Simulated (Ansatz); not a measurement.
# InP3: the cost of one run

Program: Ansatz 0.2.0. Level of theory: DFT PBEsol, scalar-relativistic, plane waves, PAW. These are calculated values, not measurements.

2 further runs of the same task are left out: 2 set aside as unsound or not needed.

### 1 Starting point

Symmetry: R-3m, No. 166, trigonal system. The conventional cell has a = 7.430 Å, b = 7.430 Å, c = 9.838 Å, α = 90.00°, β = 90.00°, γ = 120.00°. In (site symmetry 3m) is surrounded by 6 P at 2.64 to 2.87 Å. P (site symmetry m) has 2 P at 2.21 Å and 2 In at 2.64 to 2.87 Å in its first shell of neighbours.

As a file:

```
CELL_PARAMETERS angstrom
3.71499 2.14485 3.27938
-3.71499 2.14485 3.27938
0.00000 -4.28970 3.27938
ATOMIC_POSITIONS crystal
In 0.27328 0.27328 0.27328
In 0.72672 0.72672 0.72672
P 0.79471 0.24119 0.79471
P 0.79471 0.79471 0.24119
P 0.24119 0.79471 0.79471
P 0.20529 0.75881 0.20529
P 0.75881 0.20529 0.20529
P 0.20529 0.20529 0.75881
```

It is the result of an earlier relaxation at this level (volume 19.60 Å³/atom; gap on the mesh: none (metal)).

### 2 Zero strain

input.yaml

```yaml
crystal:
  lattice:
    - [3.7149867691, 2.1448486112, 3.2793763011]
    - [-3.7149867691, 2.1448486112, 3.2793763011]
    - [0.0, -4.2896972224, 3.2793763011]
  atoms:
    - { symbol: In, position: [0.2732789044, 0.2732789044, 0.2732789044] }
    - { symbol: In, position: [0.7267210956, 0.7267210956, 0.7267210956] }
    - { symbol: P, position: [0.7947108827, 0.2411926312, 0.7947108827] }
    - { symbol: P, position: [0.7947108827, 0.7947108827, 0.2411926312] }
    - { symbol: P, position: [0.2411926312, 0.7947108827, 0.7947108827] }
    - { symbol: P, position: [0.2052891173, 0.7588073688, 0.2052891173] }
    - { symbol: P, position: [0.7588073688, 0.2052891173, 0.2052891173] }
    - { symbol: P, position: [0.2052891173, 0.2052891173, 0.7588073688] }
basis:
  ecutwfc: 420
kpoints:
  mp_grid: { grid: [6, 6, 6] }
hamiltonian:
  xc: pbesol
scf:
  occupations: { method: gaussian, width: 0.1 }
output:
  forces: true
  stress: true
  eigenvalues: true
```

Command:

```sh
$ ansatz run input.yaml --threads 2 --pin off --max-ram 5120MiB --backend cpu --events-out ev --progress --plain --runs-dir out
```

**Question.** How long does this run take on 2 threads of Arm Neoverse N1, shared host, and how much memory does it need?

About 10 s, with a peak of 0.47 GiB.
